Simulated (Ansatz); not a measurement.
BaF$_{2}$:
Space group Fm-3m (No. 225); a = 6.246 Å, b = 6.246 Å, c = 6.246 Å, α = 90.00°, β = 90.00°, γ = 90.00°

```tsv
atom	site	symmetry	x	y	z
Ba	4a	m-3m	0.0000	0.0000	0.0000
F	8c	-43m	0.2500	0.2500	0.2500
```
(The calculation used a cell of 3 atoms; values per cell refer to that cell.)

Relaxed with PBE.

Q: Give the optical modes at the zone centre with their infrared and Raman activity from DFPT, PBE in the plane-wave PAW code Ansatz.

A: Transverse frequencies, without the LO–TO term; a row sums one degenerate level.

```json
[
 {"ω (cm⁻¹)": "164", "degeneracy": "3", "IR ((D/Å)²/amu)": "15.59", "Raman (Å⁴/amu)": "0", "activity": "IR", "symmetry": "T1u"},
 {"ω (cm⁻¹)": "230", "degeneracy": "3", "IR ((D/Å)²/amu)": "0.00", "Raman (Å⁴/amu)": "7.4", "activity": "Raman", "symmetry": "T2g"}
]
```

Q: How high does the top mode go among those that the LO–TO term moves?

A: 323 cm⁻¹ for q along x.

The PBE relaxation kept the symmetry of its start; phonons on a q-mesh show no instability. Scalar-relativistic: spin–orbit coupling is off unless named, which matters more the heavier the elements.

Potentials: the later of the program's two PAW sets.
